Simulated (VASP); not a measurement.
# BP: how cutoff and mesh change the relaxed cell, part 2 of 2

Aim: test the relaxed volume of BP against cutoff and mesh. The starting structure is a measured crystal structure from the Crystallography Open Database.

VASP 6.6.1.

Results so far: reference 11.55 Å³ an atom; a cutoff of 320 eV 11.51 Å³ an atom; a 5×5×5 mesh 11.58 Å³ an atom.

### Step 5. Relaxation with a cutoff of 540 eV

Level of this step: PBEsol; plane waves and PAW (P, B) (VASP).

Against step 2 the input has ENCUT = 540.

File INCAR:

```
SYSTEM = BP
PREC = Accurate
ENCUT = 540
EDIFF = 1E-06
NELM = 100
ISMEAR = 0
SIGMA = 0.03
LREAL = .FALSE.
ALGO = Normal
GGA = PS
NBANDS = 10
LORBIT = 11
LWAVE = .FALSE.
LCHARG = .FALSE.
KPAR = 2
IBRION = 2
NSW = 50
ISIF = 3
EDIFFG = -0.01
```

File POSCAR:

```
BP
1.0
    0.0000000000      2.2690000000      2.2690000000
    2.2690000000      0.0000000000      2.2690000000
    2.2690000000      2.2690000000      0.0000000000
P B
1 1
Direct
    0.7500000000      0.7500000000      0.7500000000
    0.0000000000      0.0000000000      0.0000000000
```

File KPOINTS:

```
Automatic mesh
0
Gamma
8 8 8
0 0 0
```

The projector-augmented-wave data sets are P and B (PBE family, release 64).

Launch:

```console
> mpirun -np 2 vasp_std
```

Output:

```text
[... set-up lines as in an earlier step ...]
 entering main loop
       N       E                     dE             d eps       ncg     rms          rms(c)
DAV:   1     0.927989243906E+01    0.92799E+01   -0.40989E+03   580   0.749E+02
DAV:   2    -0.138590127954E+02   -0.23139E+02   -0.22516E+02   828   0.112E+02
DAV:   3    -0.143780010586E+02   -0.51899E+00   -0.51811E+00   724   0.164E+01
DAV:   4    -0.143799574770E+02   -0.19564E-02   -0.19563E-02   716   0.113E+00
[...]
DAV:  10    -0.136706262955E+02   -0.62385E-04   -0.12609E-04   690   0.714E-02    0.228E-02
DAV:  11    -0.136706298243E+02   -0.35288E-05   -0.40088E-06   744   0.138E-02    0.239E-02
DAV:  12    -0.136706301978E+02   -0.37355E-06   -0.17710E-06   438   0.664E-03
   1 F= -.13670630E+02 E0= -.13670630E+02  d E =-.136706E+02
[...]
N       E                     dE             d eps       ncg     rms          rms(c)
DAV:   1    -0.136747994785E+02   -0.41697E-02   -0.10852E-01   642   0.215E+00    0.403E-01
[...]
DAV:   4    -0.136712821535E+02    0.46077E-04   -0.57534E-05   680   0.476E-02    0.464E-02
DAV:   5    -0.136712747871E+02    0.73664E-05   -0.14386E-05   694   0.228E-02    0.224E-02
DAV:   6    -0.136712753592E+02   -0.57213E-06   -0.40904E-07   338   0.454E-03
   2 F= -.13671275E+02 E0= -.13671275E+02  d E =-.645161E-03
 trial-energy change:   -0.000645  1 .order   -0.000607   -0.005239    0.004025
 step:   0.5716(harm=  0.5655)  dis= 0.00000  next Energy=   -13.672135 (dE=-0.150E-02)
[...]
N       E                     dE             d eps       ncg     rms          rms(c)
DAV:   1    -0.136727913228E+02   -0.15165E-02   -0.19807E-02   646   0.914E-01    0.170E-01
DAV:   2    -0.136722892710E+02    0.50205E-03   -0.10337E-03   636   0.172E-01    0.942E-02
DAV:   3    -0.136721513678E+02    0.13790E-03   -0.29574E-04   666   0.830E-02    0.233E-02
DAV:   4    -0.136721404644E+02    0.10903E-04   -0.11035E-05   682   0.207E-02    0.191E-02
DAV:   5    -0.136721375209E+02    0.29435E-05   -0.24971E-06   650   0.953E-03    0.945E-03
DAV:   6    -0.136721371771E+02    0.34378E-06   -0.74034E-08   308   0.191E-03
   3 F= -.13672137E+02 E0= -.13672137E+02  d E =-.150698E-02
[...]
reached required accuracy - stopping structural energy minimisation
```

The job ended after 4.4 s (2 MPI ranks of Intel Xeon 6975P-C (Granite Rapids), shared host; peak memory 0.24 GiB).

OUTCAR, selected parts (step 5):

```text
  Total        0.0005205      0.0005205      0.0005205      0.0000000      0.0000000      0.0000000
  in kB        0.0360978      0.0360978      0.0360978      0.0000000      0.0000000      0.0000000
  external PRESSURE =       0.0360978 kB  Pullay stress =       0.0000000 kB

 POSITION                                       TOTAL-FORCE (eV/Angst)
 -----------------------------------------------------------------------------------
      3.39087      3.39087      3.39087         0.000000      0.000000      0.000000
     -0.00000      0.00000      0.00000        -0.000000     -0.000000     -0.000000
 -----------------------------------------------------------------------------------
    total drift:                               -0.000000     -0.000000     -0.000000

  FREE ENERGIE OF THE ION-ELECTRON SYSTEM (eV)
  ---------------------------------------------------
  free  energy   TOTEN  =       -13.6721371771 eV

  energy  without entropy=      -13.6721371771  energy(sigma->0) =      -13.67213718

[... 2 parts as in an earlier step ...]

[... 2 further parts left out ...]
[key lines of the parts left out:]
E-fermi :   7.7028
```

With a cutoff of 540 eV the cell ends at 11.552 Å³ an atom, -0.02 % from the reference; the bulk modulus is 169.3 GPa against 169.2 GPa.

### Step 6. Relaxation with a 12×12×12 mesh

Against step 2 the input has a 12×12×12 mesh.

INCAR: that of step 5 with these lines changed.

```diff
@@ -2,3 +2,3 @@
 PREC = Accurate
-ENCUT = 540
+ENCUT = 450
 EDIFF = 1E-06
```

POSCAR is that of step 5.

File KPOINTS:

```
Automatic mesh
0
Gamma
12 12 12
0 0 0
```

Launch:

```console
> mpirun -np 2 vasp_std
```

Output:

```text
[... set-up lines as in an earlier step ...]
 entering main loop
       N       E                     dE             d eps       ncg     rms          rms(c)
DAV:   1     0.635044082845E+01    0.63504E+01   -0.36605E+03  1456   0.640E+02
DAV:   2    -0.139103552170E+02   -0.20261E+02   -0.19303E+02  2010   0.103E+02
DAV:   3    -0.143784957588E+02   -0.46814E+00   -0.46744E+00  1792   0.147E+01
DAV:   4    -0.143801483785E+02   -0.16526E-02   -0.16524E-02  1776   0.101E+00
[...]
DAV:  10    -0.136719320760E+02   -0.61204E-04   -0.12540E-04  1668   0.705E-02    0.228E-02
DAV:  11    -0.136719355641E+02   -0.34881E-05   -0.40475E-06  1888   0.136E-02    0.242E-02
DAV:  12    -0.136719359411E+02   -0.37695E-06   -0.17438E-06  1054   0.661E-03
   1 F= -.13671936E+02 E0= -.13671936E+02  d E =-.136719E+02
[...]
N       E                     dE             d eps       ncg     rms          rms(c)
DAV:   1    -0.136760166795E+02   -0.40811E-02   -0.10599E-01  1606   0.211E+00    0.400E-01
[...]
DAV:   4    -0.136725787646E+02    0.44697E-04   -0.55931E-05  1710   0.463E-02    0.461E-02
DAV:   5    -0.136725715744E+02    0.71902E-05   -0.14125E-05  1694   0.225E-02    0.222E-02
DAV:   6    -0.136725721355E+02   -0.56111E-06   -0.39610E-07   804   0.442E-03
   2 F= -.13672572E+02 E0= -.13672572E+02  d E =-.636194E-03
 trial-energy change:   -0.000636  1 .order   -0.000600   -0.005119    0.003919
 step:   0.5723(harm=  0.5664)  dis= 0.00000  next Energy=   -13.673407 (dE=-0.147E-02)
[...]
N       E                     dE             d eps       ncg     rms          rms(c)
DAV:   1    -0.136740470927E+02   -0.14755E-02   -0.19281E-02  1606   0.895E-01    0.169E-01
DAV:   2    -0.136735579626E+02    0.48913E-03   -0.10046E-03  1606   0.168E-01    0.932E-02
DAV:   3    -0.136734235493E+02    0.13441E-03   -0.28875E-04  1624   0.818E-02    0.231E-02
DAV:   4    -0.136734129571E+02    0.10592E-04   -0.10679E-05  1720   0.201E-02    0.189E-02
DAV:   5    -0.136734100513E+02    0.29058E-05   -0.24423E-06  1548   0.936E-03    0.933E-03
DAV:   6    -0.136734097161E+02    0.33527E-06   -0.71740E-08   744   0.186E-03
   3 F= -.13673410E+02 E0= -.13673410E+02  d E =-.147377E-02
[...]
reached required accuracy - stopping structural energy minimisation
```

Elapsed: 7.2 s, on 2 MPI ranks; peak memory 0.25 GiB.

From OUTCAR (step 6):

```text
  Total        0.0005184      0.0005184      0.0005184     -0.0000000     -0.0000000     -0.0000000
  in kB        0.0359475      0.0359475      0.0359475     -0.0000000     -0.0000000     -0.0000000
  external PRESSURE =       0.0359475 kB  Pullay stress =       0.0000000 kB

 POSITION                                       TOTAL-FORCE (eV/Angst)
 -----------------------------------------------------------------------------------
      3.39100      3.39100      3.39100         0.000000     -0.000000      0.000000
      0.00000      0.00000      0.00000        -0.000000      0.000000     -0.000000
 -----------------------------------------------------------------------------------
    total drift:                               -0.000000     -0.000000     -0.000000

  FREE ENERGIE OF THE ION-ELECTRON SYSTEM (eV)
  ---------------------------------------------------
  free  energy   TOTEN  =       -13.6734097161 eV

  energy  without entropy=      -13.6734097161  energy(sigma->0) =      -13.67340972

[... 1 part as in an earlier step ...]

[... 3 further parts left out ...]
[key lines of the parts left out:]
E-fermi :   7.6937
```

With a 12×12×12 mesh the cell ends at 11.553 Å³ an atom, -0.01 % from the reference; the bulk modulus is 169.2 GPa against 169.2 GPa.

### Step 7. Comparison

| run | volume (Å³/atom) | change (%) | bulk modulus (GPa) | pressure left (GPa) | core minutes |
| --- | --- | --- | --- | --- | --- |
| reference | 11.555 | - | 169.2 | 0.0 | 0.147 |
| a cutoff of 320 eV | 11.514 | -0.35 | 170.3 | 0.0 | 0.12 |
| a 5×5×5 mesh | 11.58 | 0.22 | 168.8 | 0.0 | 0.113 |
| a cutoff of 540 eV | 11.552 | -0.02 | 169.3 | 0.0 | 0.147 |
| a 12×12×12 mesh | 11.553 | -0.01 | 169.2 | 0.0 | 0.24 |

Core minutes are wall time times ranks, summed over the relaxations behind a row (those for a bulk modulus apart), on shared hosts.

### Step 8. What came out

```
volume of the reference                          : 11.55 Å³/atom
volume against the reference, a cutoff of 320 eV : -0.35 %
volume against the reference, a 5×5×5 mesh       : +0.22 %
volume against the reference, a cutoff of 540 eV : -0.02 %
volume against the reference, a 12×12×12 mesh    : -0.01 %
```

In words: The volume moves most with a cutoff of 320 eV: -0.35 % against the reference (450 eV, 8×8×8 mesh). On finer settings it changes by -0.02 % with a cutoff of 540 eV and -0.01 % with a 12×12×12 mesh. A cell that shrinks at the lower cutoff is the usual mark of Pulay stress, the error that a plane-wave basis makes when it is kept while the volume changes. The bulk modulus stays within 2 %. Further runs on this material are not shown.

[Lines on the potential files, build, host, timing and source positions are cut from VASP's logs without a mark.]

[Logs are printed without paths, hosts, clocks, repeated set-up lines and the standing remarks that a program may print on its own settings, such as how far it seeks lower states.]

[Hosts, paths, dates, database ids (printed as entryN), source tags and the programs' standing remarks are cut or masked in the printed files.]
